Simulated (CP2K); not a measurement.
# Worked example: self-consistent single point of LiI (Fm-3m, 2 atoms in the cell) in CP2K

Method of the run: PBE, GPW, DZVP-MOLOPT-SR-GTH basis, GTH-PBE potentials (GTH_POTENTIALS) run with CP2K.

The input file:

```
&GLOBAL
  PROJECT scf
  RUN_TYPE ENERGY_FORCE
  PRINT_LEVEL LOW
&END GLOBAL
&FORCE_EVAL
  METHOD Quickstep
  STRESS_TENSOR ANALYTICAL
  &DFT
    BASIS_SET_FILE_NAME BASIS_MOLOPT
    POTENTIAL_FILE_NAME GTH_POTENTIALS
    &QS
      METHOD GPW
      EPS_DEFAULT 1E-10
    &END QS
    &MGRID
      CUTOFF 400
      REL_CUTOFF 60
      NGRIDS 4
    &END MGRID
    &SCF
      SCF_GUESS ATOMIC
      EPS_SCF 1E-7
      MAX_SCF 100
      ADDED_MOS 4
      &DIAGONALIZATION
        ALGORITHM STANDARD
      &END DIAGONALIZATION
      &MIXING
        METHOD BROYDEN_MIXING
        ALPHA 0.2
        NBUFFER 12
      &END MIXING
    &END SCF
    &KPOINTS
      SCHEME MONKHORST-PACK 8 8 8
      GAMMA_CENTERED T
    &END KPOINTS
    &XC
      &XC_FUNCTIONAL PBE
      &END XC_FUNCTIONAL
    &END XC
    &PRINT
      &MO
        EIGENVALUES T
        OCCUPATION_NUMBERS T
        NDIGITS 8
        FILENAME mo
        &EACH
          QS_SCF 0
        &END EACH
        ADD_LAST NUMERIC
      &END MO
      &MULLIKEN OFF
      &END MULLIKEN
    &END PRINT
  &END DFT
  &SUBSYS
    &CELL
      ABC 4.14007600 4.14007601 4.14007608
      ALPHA_BETA_GAMMA 60.00000064 60.00000067 60.00000007
      PERIODIC XYZ
    &END CELL
    &COORD
      SCALED
      Li       0.00000000     0.00000000     0.00000000
      I        0.50000000     0.50000000     0.50000000
    &END COORD
    &KIND Li
      BASIS_SET DZVP-MOLOPT-SR-GTH-q3
      POTENTIAL GTH-PBE-q3
    &END KIND
    &KIND I
      BASIS_SET DZVP-MOLOPT-SR-GTH-q7
      POTENTIAL GTH-PBE-q7
    &END KIND
  &END SUBSYS
  &PRINT
    &FORCES ON
    &END FORCES
    &STRESS_TENSOR ON
    &END STRESS_TENSOR
  &END PRINT
&END FORCE_EVAL
```

The program printed (abridged):

```
 GLOBAL| Method name                                                        CP2K
 GLOBAL| Project name                                                        scf
 GLOBAL| Run type                                                   ENERGY_FORCE

 TOTAL NUMBERS AND MAXIMUM NUMBERS

  Total number of            - Atomic kinds:                                   2
                             - Atoms:                                          2
                             - Shell sets:                                     2
                             - Shells:                                         9
                             - Primitive Cartesian functions:                 10
                             - Cartesian basis functions:                     20
                             - Spherical basis functions:                     19

  Maximum angular momentum of- Orbital basis functions:                        2
                             - Local part of the GTH pseudopotential:          6
                             - Non-local part of the GTH pseudopotential:      4

 SCF PARAMETERS         Density guess:                                    ATOMIC
                        max_scf:                                             100
                        max_diis:                                              4
                        eps_scf:                                        1.00E-07
                        eps_diis:                                       1.00E-01
                        eps_eigval:                                     1.00E-05
                        level_shift [a.u.]:                             0.000000
                        added MOs                                         4    0
                        Mixing method:                            BROYDEN_MIXING
                                                charge density mixing in g-space
                        No outer SCF

 Extrapolation method: initial_guess

 Number of electrons:                                                         10
 Number of occupied orbitals:                                                  5
 Number of molecular orbitals:                                                 9

 Number of orbital functions:                                                 19
 Number of independent orbital functions:                                     19

 SCF WAVEFUNCTION OPTIMIZATION

  Step     Update method      Time    Convergence         Total energy    Change
     1 NoMix/Diag. 0.20E+00      -     0.80414116       -19.0880782154 -1.91E+01
     2 Broy./Diag. 0.20E+00      -     0.00826645       -18.9782974007  1.10E-01
     3 Broy./Diag. 0.20E+00      -     0.02489994       -19.0073709796 -2.91E-02
     4 Broy./Diag. 0.20E+00      -     0.00167104       -19.0397860105 -3.24E-02
     5 Broy./Diag. 0.20E+00      -     0.00185129       -19.0296681083  1.01E-02
     6 Broy./Diag. 0.20E+00      -     0.00008824       -19.0262900507  3.38E-03
     7 Broy./Diag. 0.20E+00      -     0.00014458       -19.0264253573 -1.35E-04
     8 Broy./Diag. 0.20E+00      -     0.00000733       -19.0266345747 -2.09E-04
     9 Broy./Diag. 0.20E+00      -     0.00000610       -19.0266195404  1.50E-05
    10 Broy./Diag. 0.20E+00      -     0.00000054       -19.0266149954  4.55E-06
    11 Broy./Diag. 0.20E+00      -     0.00000064       -19.0266143518  6.44E-07
    12 Broy./Diag. 0.20E+00      -     0.00000005       -19.0266142760  7.58E-08

  *** SCF run converged in    12 steps ***

  Electronic density on regular grids:         -9.9999999998        0.0000000002
  Core density on regular grids:                9.9999999979       -0.0000000021
  Total charge density on r-space grids:       -0.0000000018
  Total charge density g-space grids:          -0.0000000018

  Overlap energy of the core charge distribution:               0.00000000000002
  Self energy of the core charge distribution:                -31.03042709512659
  Core Hamiltonian energy:                                      5.30902317465415
  Hartree energy:                                              10.84092514049733
  Exchange-correlation energy:                                 -4.14613549602597

  Total energy:                                               -19.02661427600106

 ENERGY| Total FORCE_EVAL ( QS ) energy [hartree]            -19.026614395929290

 FORCES| Atomic forces [hartree/bohr]
 FORCES|   Atom     x               y               z               |f|
 FORCES|      1  1.86242535E-16 -9.17450462E-16 -4.91093797E-16   1.05715408E-15
 FORCES|      2 -9.15835300E-16 -1.50664142E-15  1.40516817E-15   2.25459980E-15
 FORCES| Sum    -7.29592765E-16 -2.42409188E-15  9.14074370E-16
 FORCES| Total atomic force                                       2.69147896E-15

 STRESS| Analytical stress tensor [bar]
 STRESS|                        x                   y                   z
 STRESS|      x        2.39483365067E+04   2.52004201014E+00   1.78209906586E+00
 STRESS|      y        2.52004201014E+00   2.39461762248E+04   1.62191046266E+00
 STRESS|      z        1.78209906586E+00   1.62191046266E+00   2.39450242579E+04
 STRESS| 1/3 Trace                                             2.39465123298E+04
```

The run converged in 12 iterations.

The starting cell comes from a database of computed structures (which also holds hypothetical and non-ambient phases and stackings), without a prior relaxation at this level. Its lattice was rescaled by a random factor within 2.5 % of one. Values carry the incompleteness of an atom-centred basis.

Cost on one core of a shared machine: roughly 30 s.
